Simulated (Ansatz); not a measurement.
α-quartz-type GeO2 (metastable phase) was calculated with PBE-D3(BJ) (Ansatz, a program for electronic structure, PAW).

Numerical settings: plane-wave cutoff 500 eV, 12×12×6 k mesh (along the axes of the cell as run), gaussian smearing 0.02 eV, scalar-relativistic PAW data made under PBE.

Computed at the level's own relaxed cell.

Predict the equilibrium volume per atom, equilibrium lattice constant a, lattice parameter c and band gap.


- equilibrium volume per atom = 13.72 Å³/atom
- equilibrium lattice constant a = 4.993 Å
- lattice parameter c = 5.720 Å
- band gap = 3.30 eV (on the SCF k mesh)

Measured, for comparison: lattice constant a 4.987 Å, lattice parameter c 5.652 Å (temperature not stated, not corrected to a static lattice; as tabulated in Saito and Ono (2011), arXiv:1008.4998). Computed (rounded) less measured: lattice constant a +0.1 %, lattice parameter c +1.2 %.

Spin–orbit coupling is not included.

Static lattice: no zero-point or thermal effects.
